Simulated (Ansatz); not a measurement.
W:

```
CELL_PARAMETERS angstrom
0.00000 2.03000 2.03000
2.03000 0.00000 2.03000
2.03000 2.03000 0.00000
ATOMIC_POSITIONS crystal
W 0.00000 0.00000 0.00000
```

This isn't the form of W at room conditions, which is bcc.

Base run:

* Program: Ansatz 0.2.0
* Functional: RPBE
* Potentials or basis: Ansatz PAW
* Cutoff: 420 eV (not typed: the program's choice for these potentials)
* k mesh: 11 × 11 × 11
* Occupations: fermi-dirac, width 0.05 eV
* Spin: no spin polarisation

Its results: band gap on the k mesh none (metal or under the smearing width); pressure -1.4 GPa.

**Question.** After a change of settings the same cell gave: band gap on the k mesh none (metal or under the smearing width); pressure -12.7 GPa. Which change was it?
A. functional from RPBE to PBEsol
B. functional from RPBE to revPBE
C. functional from RPBE to LDA

**Answer.** A.

PBEsol binds more tightly than RPBE, so the same cell stands under less pressure.

Caveats: spin-orbit coupling is left out, which moves the levels of the heavy elements; the PAW data sets come from PBE, with cores solved anew for the run's functional, which leaves a small shift of forces and pressure.

Runs at the PBE level aren't shown here.
